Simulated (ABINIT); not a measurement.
KBr:

```
Br K
1.0
     0.00000    3.30000    3.30000
     3.30000    0.00000    3.30000
     3.30000    3.30000    0.00000
Br K
1 1
Direct
  0.50000 0.50000 0.50000
  0.00000 0.00000 0.00000
```

Base run:

| Property | Result |
| --- | --- |
| Program | ABINIT 10.8.3 (patched build) |
| Functional | PBE |
| Potentials or basis | JTH PAW PBE v2.0 |
| Cutoff | 435 eV |
| k mesh | 7 × 7 × 7 |
| Occupations | fermi-dirac, width 0.05 eV |
| Spin | no spin polarisation |

Its results: band gap on the k mesh 4.43 eV, direct; pressure 0.7 GPa.

Problem. The run is repeated on the same cell with these changes: functional from PBE to LDA; potentials or basis from JTH PAW PBE v2.0 to PseudoDojo NC SR LDA v0.4.1 standard; cutoff from 435 eV to 980 eV. What comes out?

Solution. Band gap on the k mesh 4.03 eV, direct; pressure -1.7 GPa.

Caveats: an odd mesh through Γ misses points on the zone boundary, where band edges often lie (some runs).
